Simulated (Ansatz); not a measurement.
A relaxed cell of C is given with its symmetry left out. The cell was found from a structure generator's guess, not taken from experiment.

These are results of DFT PBE, scalar-relativistic, plane waves, PAW in Ansatz, not measurements. Cutoff 420 eV, Γ-centred mesh, Gaussian smearing, no spin polarisation.

```
C
1.0
     4.15627    0.00000    0.00000
    -2.07814    3.59944    0.00000
     0.00000    0.00000    4.98945
C
12
Cartesian
  -1.1441 2.5864 4.7518
  0.4103 1.3154 3.0887
  0.7338 3.2971 1.4255
  3.2223 1.0131 2.2571
  1.6678 2.2840 0.5940
  1.3443 0.3023 3.9203
  -0.4103 1.3154 4.3955
  1.1441 2.5864 2.7323
  -0.7338 3.2971 1.0692
  2.4885 2.2840 1.9008
  0.9340 1.0131 0.2376
  2.8119 0.3023 3.5639
```

Energies count from the standard state of C at the same level.

(1) Find its symmetry and describe it.

(2) How far does it lie from the standard state of C?

(3) Is it a metal?

(4) From what recipe could a structure generator have reached it?

Answers

(1) P6_522 (No. 179). Conventional cell: a = 4.156 Å, c = 4.989 Å. C has 4 C at 1.51–1.61 Å.

(2) +0.966 eV/atom. So it is a metastable form at best.

(3) No, the gap on the 6×6×6 mesh is 2.29 eV.

(4) One such recipe: 4-connected net of one element (P6_522, No. 179). Other recipes can lead to the same cell.

The last run used a 6×6×6 mesh for its 12-atom cell and Gaussian smearing of 0.02 eV. Kohn–Sham gaps at this level usually fall short of measured ones. The reference form of C is held partly by dispersion forces, which this level lacks. Symmetry constrained the relaxation, so the result can be a saddle point. Another cell of C relaxed alike, in P4_2/mmc, lies 0.37 eV/atom lower, so this cell isn't the stable form at this level.
